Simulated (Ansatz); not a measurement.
# Cost of a DFT run on Si

```yaml
crystal:
  lattice:
    - [5.6922, 3.2863932023, 0.0]
    - [-5.6922, 3.2863932023, 0.0]
    - [0.0, 0.0, 12.7099]
  atoms:
    - { symbol: Si, position: [0.0, 0.0, 0.4073593136] }
    - { symbol: Si, position: [0.3333333333, 0.6666666667, 0.4073593136] }
    - { symbol: Si, position: [0.6666666667, 0.3333333333, 0.4073593136] }
    - { symbol: Si, position: [0.0, 0.0, 0.9073593136] }
    - { symbol: Si, position: [0.3333333333, 0.6666666667, 0.9073593136] }
    - { symbol: Si, position: [0.6666666667, 0.3333333333, 0.9073593136] }
    - { symbol: Si, position: [0.0, 0.0, 0.0926406864] }
    - { symbol: Si, position: [0.3333333333, 0.6666666667, 0.0926406864] }
    - { symbol: Si, position: [0.6666666667, 0.3333333333, 0.0926406864] }
    - { symbol: Si, position: [0.0, 0.0, 0.5926406864] }
    - { symbol: Si, position: [0.3333333333, 0.6666666667, 0.5926406864] }
    - { symbol: Si, position: [0.6666666667, 0.3333333333, 0.5926406864] }
    - { symbol: Si, position: [0.3333333333, 0.3333333333, 0.3433752464] }
    - { symbol: Si, position: [0.6666666667, 0.0, 0.3433752464] }
    - { symbol: Si, position: [0.0, 0.6666666667, 0.3433752464] }
    - { symbol: Si, position: [0.3333333333, 0.0, 0.8433752464] }
    - { symbol: Si, position: [0.6666666667, 0.6666666667, 0.8433752464] }
    - { symbol: Si, position: [0.0, 0.3333333333, 0.8433752464] }
    - { symbol: Si, position: [0.3333333333, 0.3333333333, 0.1566247536] }
    - { symbol: Si, position: [0.6666666667, 0.0, 0.1566247536] }
    - { symbol: Si, position: [0.0, 0.6666666667, 0.1566247536] }
    - { symbol: Si, position: [0.3333333333, 0.0, 0.6566247536] }
    - { symbol: Si, position: [0.6666666667, 0.6666666667, 0.6566247536] }
    - { symbol: Si, position: [0.0, 0.3333333333, 0.6566247536] }
kpoints:
  mp_grid: { grid: [5, 5, 2] }
scf:
  occupations: { method: fixed }
hamiltonian:
  xc: pbe
  pseudopotentials: { kind: paw }
output:
  forces: true
  efg: { contact_densities: true }
  core_levels: { shells: { Si: "2p" }, counted_from: valence_top, add_spin: false }
```

```sh
ansatz run input.yaml --threads 1 --pin off --max-ram 2560MiB --backend cpu --events-out ev --progress --plain --runs-dir out
```

It runs on 1 thread of Arm Neoverse V2 (aarch64; 8 cores open to the job, memory cap 2.5 GiB, no GPU), a shared host with a load of 0.7 a core.

**Question.** Estimate the wall time and the peak memory.

**Answer.** About 95 s of wall time (95 s of CPU time) and 0.76 GiB. The run holds 96 valence electrons in 72 bands, about 9199 plane waves a k-point and 10 irreducible k-points, and took 6 SCF iterations for the ground state, and 2 further spin-resolved or lower-symmetry cells with a core hole. Times on a shared host vary by tens of per cent.
